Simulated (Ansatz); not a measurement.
# Relaxing Al in the bcc type

First guess:

```yaml
crystal:
  lattice:
    - [-1.52724, 1.52724, 1.52724]
    - [1.52724, -1.52724, 1.52724]
    - [1.52724, 1.52724, -1.52724]
  atoms:
    - { symbol: Al, position: [0.00000, 0.00000, 0.00000] }
```

Computed with Ansatz 0.2.0, DFT, PBE, PAW with Ansatz's default frozen-core files, scalar-relativistic.

Cell and atoms relax within the symmetry of the start on a 19×19×19 k mesh with 0.05 eV Fermi–Dirac smearing.

The start is built from a prototype, known or not as a phase of this compound; the cutoff is 420 eV.

Problem. What is the pressure of the first guess?

Solution. 17.28 GPa.

Problem. What does it relax to?

Solution. a = 3.236 Å, b = 3.236 Å, c = 3.236 Å, α = 90.00°, β = 90.00°, γ = 90.00° (conventional cell), 16.94 Å³ per atom:
```
CELL_PARAMETERS angstrom
-1.61779 1.61779 1.61779
1.61779 -1.61779 1.61779
1.61779 1.61779 -1.61779
ATOMIC_POSITIONS crystal
Al 0.00000 0.00000 0.00000
```

Problem. How much energy does the relaxation release?

Solution. 125 meV/atom.
